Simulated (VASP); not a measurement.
A run of VASP 6.6.1 is set up as follows.

Contents of INCAR:

```
SYSTEM = CoSi2
ALGO = Normal ; EDIFF = 1E-6
EDIFFG = -0.01 ; ENCUT = 600
GGA = PS ; IBRION = 2
ISIF = 3 ; ISMEAR = 1
LASPH = .True. ; LCHARG = .False.
LREAL = .False. ; LWAVE = .False.
NELM = 80 ; NSW = 90
PREC = Accurate ; SIGMA = 0.1
```

KPOINTS

```
k-points
0
Gamma
  12 12 12
  0 0 0
```

The input POSCAR:

```
CoSi2
1.0
    0.0000000000      2.6780000000      2.6780000000
    2.6780000000      0.0000000000      2.6780000000
    2.6780000000      2.6780000000      0.0000000000
Co Si
1 2
Direct
    0.0000000000      0.0000000000      0.0000000000
    0.2500000000      0.2500000000      0.2500000000
    0.7500000000      0.7500000000      0.7500000000
```

Potentials or basis: VASP PAW PBE potentials, release 64 (Co, Si).

Command:

```sh
$ cat potpaw_PBE.64/Co/POTCAR potpaw_PBE.64/Si/POTCAR > POTCAR
$ mpirun -np 1 vasp_std > vasp.out
```

Task: Predict the relaxed volume.

Result: 12.49 Å³/atom.

Task: Estimate the band gap on the k mesh.

Result: None (metal or under the smearing width).

Task: Predict the space group after relaxing (to 0.05 Å).

Result: Fm-3m (No. 225).

Task: What does it give for the relaxed cell?

Result: a = 3.756 Å, b = 3.756 Å, c = 3.756 Å, α = 60.00°, β = 60.00°, γ = 60.00°.

Step by step:
| step | energy change (eV) | largest force (eV/Å) | pressure (GPa) | volume (Å³) |
| --- | --- | --- | --- | --- |
| 1 | 0.0000 | 0.0000 | -4.52 | 38.41 |
| 2 | 0.0058 | 0.0000 | 5.89 | 36.44 |
| 3 | -0.0132 | 0.0000 | -0.14 | 37.50 |
| 4 | -0.0132 | 0.0000 | 0.06 | 37.47 |

Caveat: the PAW data sets were made with another functional, which shifts forces and pressure a little. Spin polarisation is off, so any magnetic state and its effect on volume and gap are missing.
